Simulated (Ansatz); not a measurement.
Computed with Ansatz on PBE0-D4/def2-TZVP structures; ΔE is electronic, products minus reactants. CCSD(T)/CBS adds triple-zeta CCSD(T) − MP2 to the extrapolated MP2 energy (def2 sets, frozen cores). Functionals use def2-TZVPP. HSE06 is defined as in plane-wave codes. Each species was taken in one conformer, which may not be the lowest.

Reaction (formal exchange of groups at the Al–C bond): `N=[C](O)[AlH2]` + `CBCN` → `CB[CH2][AlH2]` + `N=C(N)O`

```json
{"level": "LDA (SPW92)", "ΔE (kJ/mol)": "-118.8", "difference from CCSD(T)/CBS": "-18.1"}
{"level": "PBE-D4", "ΔE (kJ/mol)": "-107.0", "difference from CCSD(T)/CBS": "-6.3"}
{"level": "revPBE-D4", "ΔE (kJ/mol)": "-105.1", "difference from CCSD(T)/CBS": "-4.4"}
{"level": "BLYP-D4", "ΔE (kJ/mol)": "-97.4", "difference from CCSD(T)/CBS": "3.3"}
{"level": "HSE06-D4", "ΔE (kJ/mol)": "-112.6", "difference from CCSD(T)/CBS": "-11.9"}
{"level": "B2PLYP", "ΔE (kJ/mol)": "-102.8", "difference from CCSD(T)/CBS": "-2.1"}
{"level": "PBE-QIDH", "ΔE (kJ/mol)": "-113.7", "difference from CCSD(T)/CBS": "-13.0"}
{"level": "PBE0", "ΔE (kJ/mol)": "-111.3", "difference from CCSD(T)/CBS": "-10.6"}
{"level": "HF/CBS(def2)", "ΔE (kJ/mol)": "-103.0", "difference from CCSD(T)/CBS": "-2.3"}
{"level": "CCSD/CBS(def2)", "ΔE (kJ/mol)": "-100.5", "difference from CCSD(T)/CBS": "0.2"}
{"level": "CCSD(T)/CBS", "ΔE (kJ/mol)": "-100.7", "difference from CCSD(T)/CBS": "0"}
```

Largest T1 diagnostic among the species: 0.015.

At CCSD(T), def2-SVP lies −6.7 kJ/mol from the extrapolated value and def2-TZVPP −1.3 kJ/mol. From BLYP to BHLYP (50 % exact exchange), in def2-TZVPP and without D4, ΔE moves by −11.1 kJ/mol. Leaving LDA and LC-ωPBE aside and taking each functional with its dispersion term where it has one, the values, not all of them listed here, spread over 21.2 kJ/mol, from r2SCAN0-D4 to BLYP-D4. LDA lies −13.3 kJ/mol from PBE without D4.

CCSD(T)/CBS has its own doubt, a few kJ/mol and more with outer-core shells, so smaller differences from it don't rank the levels.
